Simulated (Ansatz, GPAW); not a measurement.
Given: the input of a run of GPAW 26.7.0 (ASE script) on ZnSe (Stilleite). 

run.py

```python
from ase import Atoms
from ase.dft.bandgap import bandgap
from ase.io import write
from ase.units import GPa
from gpaw import GPAW, PW, setup_paths

setup_paths.insert(0, '.')

atoms = Atoms(['Se', 'Zn'],
              cell=[[0.0, 2.8338, 2.8338],
                    [2.8338, 0.0, 2.8338],
                    [2.8338, 2.8338, 0.0]],
              scaled_positions=[[0.75, 0.75, 0.75],
                                [0.0, 0.0, 0.0]],
              pbc=True)

calc = GPAW(mode=PW(600),
            xc='PBEsol',
            kpts={'size': (8, 8, 8), 'gamma': True},
            occupations={'name': 'methfessel-paxton', 'order': 0, 'width': 0.02},
            nbands=18,
            convergence={'density': 1e-05, 'energy': 1e-05},
            maxiter=150,
            txt='gpaw.txt')
atoms.calc = calc
energy = atoms.get_potential_energy()
forces = atoms.get_forces()
stress = atoms.get_stress()
calc.write('gs.gpw')
write('result.traj', atoms)
print(f'Energy: {energy:.6f} eV')
print('Forces (eV/A):')
print(forces.round(4))
print('Stress (GPa):', (stress / GPa).round(3))
print('Fermi level:', round(calc.get_fermi_level(), 4), 'eV')
print(f'Gap: {bandgap(calc)[0]:.4f} eV, direct: {bandgap(calc, direct=True)[0]:.4f} eV')
```

Potentials or basis: PAW data sets generated in the run's folder for this functional, pw.

Launch:

```console
$ gpaw-setup -f PBEsol Se Zn
$ OMP_NUM_THREADS=1 python run.py
```

Q: Set up the same calculation for Ansatz 0.2.0. Potentials or basis there: Ansatz PAW, cutoff 420 eV.

A: As run (cutoffs and basis follow the program's own potentials, and thresholds, step limits or extra output files can differ):

File input.yaml:

```yaml
crystal:
  lattice:
    - [0.0, 2.8338, 2.8338]
    - [2.8338, 0.0, 2.8338]
    - [2.8338, 2.8338, 0.0]
  atoms:
    - { symbol: Se, position: [0.75, 0.75, 0.75] }
    - { symbol: Zn, position: [0.0, 0.0, 0.0] }
hamiltonian:
  xc: pbesol
  pseudopotentials: { kind: paw }
kpoints:
  mp_grid: { grid: [8, 8, 8] }
scf:
  occupations: { method: gaussian, width: 0.02 }
output:
  forces: true
  stress: true
  eigenvalues: true
  write_density: true
  write_potential: true
  elf: true
  volumetric_format: npy
```

Potentials or basis: Ansatz PAW.

Command:

```bash
$ ansatz run input.yaml --threads 2 --pin off --max-ram 5632MiB --backend cpu --events-out ev --progress --plain --runs-dir out
```

Both were run:

|  | GPAW | Ansatz |
| --- | --- | --- |
| Pressure | -1.2 GPa | -1.1 GPa |

Ansatz's pressure holds a Pulay term of +0.05 GPa for its cutoff of 420 eV, which the other run lacks.

The potentials hold 18 and 28 valence electrons a cell.

Ansatz's potentials were made for PBE.

Where Ansatz's input types no cutoff or centring, it takes its own default and a Γ-centred mesh.

Pressure is positive in compression.
